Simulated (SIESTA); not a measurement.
The system is Ru.

```
Ru
1.0
     2.70580    0.00000    0.00000
    -1.35290    2.34329    0.00000
     0.00000    0.00000    4.28190
Ru
2
Direct
  0.66667 0.33333 0.75000
  0.33333 0.66667 0.25000
```

Program: SIESTA 5.4.2. Alike in all runs: task band structure; level PBE; no spin polarisation; cell as given; k mesh 11 × 11 × 6; smearing fermi-dirac 0.05 eV; grid cutoff 800 Ry; energy shift 0.003 Ry. Hardware: 1 thread of Intel(R) Xeon(R) 6975P-C (Granite Rapids), on a shared host.

**Question.** Order these runs on this cell by their wall time, lowest first.
A. potentials or basis PseudoDojo 0.4 standard (PBE files), SZ (energy shift 0.003 Ry)
B. potentials or basis PseudoDojo 0.4 standard (PBE files), TZP (energy shift 0.003 Ry; two zetas on semicore shells)
C. potentials or basis PseudoDojo 0.4 standard (PBE files), DZ (energy shift 0.003 Ry; two zetas on semicore shells)

**Answer.** A (13 s), C (26 s), B (75 s).

Caveats: the basis has no polarisation orbitals (some runs).
